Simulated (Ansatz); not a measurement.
Calculated ¹⁷O NMR of the central transition for SiO2

Cell: a structure deposited in the COD, its atoms then relaxed with PBE in this cell.

```cif
data_SiO2
_symmetry_space_group_name_H-M 'P4_12_12'
_symmetry_Int_Tables_number 92
_cell_length_a 4.9570
_cell_length_b 4.9570
_cell_length_c 6.8903
_cell_angle_alpha 90.000
_cell_angle_beta 90.000
_cell_angle_gamma 90.000
loop_
_atom_site_label
_atom_site_type_symbol
_atom_site_symmetry_multiplicity
_atom_site_Wyckoff_symbol
_atom_site_fract_x
_atom_site_fract_y
_atom_site_fract_z
Si Si 4 a 0.3071 0.3071 0.0000
O O 8 b 0.2360 0.1200 0.1869
```

One atom of each set is listed.

Level of theory: DFT, r2SCAN, plane waves and PAW, scalar-relativistic, 500 eV cutoff, Γ-centred 4×4×3 k-points, Fermi–Dirac smearing 0.02 eV (Ansatz 0.2.0).

¹⁷O has I = 5/2 and Q = -25.58 mb (Pyykkö 2018); at 18.8 T its Larmor frequency is ν₀ = 108.6 MHz. Only the quadrupole interaction is simulated: positions count from each site's isotropic chemical shift, and J coupling is left out, as are shift anisotropy and dipolar coupling, which fast spinning averages.

Question: Give C_Q, η, the quadrupolar product P_Q = |C_Q|(1 + η²/3)^½, the second-order isotropic shift and the breadth of the pattern (fast magic-angle spinning) for each O site.

Answer: 

```json
{"site": "O", "first shell": "2 Si at 1.63 Å, angle 142°", "C_Q (MHz)": "-5.72", "η": "0.21", "P_Q (MHz)": "5.76", "δ_QIS (ppm)": "-16.9", "breadth (kHz)": "4.15"}
```

δ_QIS = −(ν_Q²/30ν₀²)[I(I+1) − 3/4](1 + η²/3) × 10⁶ ppm with ν_Q = 3|C_Q|/[2I(2I−1)]; it falls as 1/B₀² in ppm, and the breadth as 1/B₀ in kHz.

At O V_zz runs parallel to the line that joins its two neighbours (within 1°).

The largest force is 0.3 eV/Å, so the atoms aren't at the calculated equilibrium and relaxing them would move these values.

The run took 17 s of wall time (17 s of CPU time) and 0.77 GiB at its peak, on 1 thread of Intel Xeon Platinum 8375C CPU @ 2.90GHz (Ice Lake) (x86_64; 16 cores open to the job, memory cap 2.5 GiB, no GPU), a shared host with a load of 0.3 a core.
